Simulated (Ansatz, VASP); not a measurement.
Given: the input of a run of VASP 6.6.1 on KBr.

File INCAR:

```
  ALGO = Normal
  EDIFF = 1E-6
  ENCUT = 520
  GGA = PE
  ISIF = 2
  ISMEAR = 0
  LASPH = True
  LCHARG = False
  LREAL = False
  LWAVE = False
  NBANDS = 15
  NELM = 100
  PREC = Accurate
  SIGMA = 0.014
```

File KPOINTS:

```
k-points
0
Gamma
  7 7 7
```

Contents of POSCAR:

```
KBr
1.0
    0.0000000000      3.3000000000      3.3000000000
    3.3000000000      0.0000000000      3.3000000000
    3.3000000000      3.3000000000      0.0000000000
Br K
1 1
Direct
    0.5000000000      0.5000000000      0.5000000000
    0.0000000000      0.0000000000      0.0000000000
```

Potentials or basis: VASP PAW PBE potentials, release 64 (Br, K_sv).

Command:

```bash
$ cat potpaw_PBE.64/Br/POTCAR potpaw_PBE.64/K_sv/POTCAR > POTCAR
$ mpirun -np 1 vasp_std > vasp.out
```

Q: Set up the same calculation for Ansatz 0.2.0. Potentials there: all-electron LAPW, scalar-relativistic.

A: As run (the cutoff follows the program's own potentials):

input.yaml

```yaml
crystal:
  lattice:
    - [0.0, 3.3, 3.3]
    - [3.3, 0.0, 3.3]
    - [3.3, 3.3, 0.0]
  atoms:
    - { symbol: Br, position: [0.5, 0.5, 0.5] }
    - { symbol: K, position: [0.0, 0.0, 0.0] }
kpoints:
  mp_grid: { grid: [7, 7, 7] }
scf:
  occupations: { method: gaussian, width: 0.014 }
hamiltonian:
  xc: pbe
  pseudopotentials: { kind: all_electron, lapw: { basis_error: 0.001 } }
output:
  forces: true
  stress: true
  eigenvalues: true
```

Potentials or basis: all-electron LAPW, scalar-relativistic.

Launch:

```console
$ ansatz run input.yaml --threads 1 --pin off --max-ram 3072MiB --backend cpu --events-out ev --progress --plain --runs-dir out
```

Both were run:

|  | VASP | Ansatz | Ansatz less VASP |
| --- | --- | --- | --- |
| gap on the k mesh at the Fermi level (eV) | 4.43 | 4.44 | +0.001 |
| least direct gap on the mesh (eV) | 4.43 | 4.44 | +0.001 |
| pressure (GPa) | 0.8 | 0.7 | -0.04 |

Ansatz ran all-electron here, so the differences hold the error of VASP's frozen core and of both bases.

Caveats: an odd mesh through Γ misses points on the zone boundary, where band edges often lie. As with any semilocal functional, this PBE gap is likely too small.
